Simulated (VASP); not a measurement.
A convergence study with VASP on RuO2 (space group no. 136 when undisturbed): one setting is varied, all else stays as given below, so the limit is that of these other settings. One atom is moved off its site, so that forces are finite.

```
CELL_PARAMETERS angstrom
      4.50347     0.00000     0.00000
      0.00000     4.50347     0.00000
      0.00000     0.00000     3.11933
ATOMIC_POSITIONS crystal
  Ru 0.00000 0.00000 0.01603
  Ru 0.50000 0.50000 0.50000
  O  0.30600 0.30600 0.00000
  O  0.80600 0.19400 0.50000
  O  0.19400 0.80600 0.50000
  O  0.69400 0.69400 0.00000
```

These are PBEsol GGA, VASP's PBE PAW potentials (set 64) (plane waves; VASP) values and carry that method's errors. The tightest run used: 400 eV cut-off, 11×11×15 Γ-centred mesh, Gaussian smearing of 0.10 eV, potentials Ru_pv O.

### Question
The settings run are 1×1×2 mesh; 2×2×2 mesh; 2×2×3 mesh; 3×3×4 mesh; 3×3×5 mesh; 4×4×5 mesh; 4×4×6 mesh; 5×5×7 mesh; 6×6×8 mesh; 6×6×9 mesh; 7×7×10 mesh; 8×8×11 mesh; 9×9×12 mesh; 10×10×14 mesh; 11×11×15 mesh. From which on does the stress (every component) stay within 0.5 GPa of the tightest run?

### Answer
From 4×4×6 mesh on: it is off by 0.05 there and by no more than 0.5 in any finer run, while 4×4×5 mesh is off by 0.61.
| setting | E (eV/atom) | pressure (GPa) | largest force (eV/Å) | irreducible k-points | difference judged (GPa) |
|---|---|---|---|---|---|
| 1×1×2 mesh | -7.9788 | -16.90 | 2.339 | 2 | 4.67 |
| 2×2×2 mesh | -8.0267 | -15.79 | 1.320 | 6 | 4.69 |
| 2×2×3 mesh | -7.9547 | -12.81 | 0.988 | 6 | 0.87 |
| 3×3×4 mesh | -7.9651 | -13.08 | 1.159 | 12 | 0.24 |
| 3×3×5 mesh | -7.9682 | -13.18 | 1.130 | 12 | 0.24 |
| 4×4×5 mesh | -7.9721 | -13.30 | 1.179 | 21 | 0.61 |
| 4×4×6 mesh | -7.9703 | -13.26 | 1.127 | 28 | 0.05 |
| 5×5×7 mesh | -7.9696 | -13.25 | 1.153 | 36 | 0.10 |
| 6×6×8 mesh | -7.9703 | -13.27 | 1.176 | 65 | 0.03 |
| 6×6×9 mesh | -7.9701 | -13.23 | 1.167 | 65 | 0.07 |
| 7×7×10 mesh | -7.9712 | -13.27 | 1.186 | 96 | 0.04 |
| 8×8×11 mesh | -7.9707 | -13.26 | 1.175 | 126 | 0.03 |
| 9×9×12 mesh | -7.9711 | -13.28 | 1.182 | 175 | 0.11 |
| 10×10×14 mesh | -7.9711 | -13.27 | 1.178 | 248 | 0.03 |
| 11×11×15 mesh | -7.9711 | -13.27 | 1.179 | 288 | 0.00 |

Left out are rungs that failed or repeat a setting and relaxations that didn't move; long series are thinned to 24 rows.

The structure is a typed RuO2 crystal (space group no. 136). The cell was not relaxed at this level, it is distorted from the ideal structure.
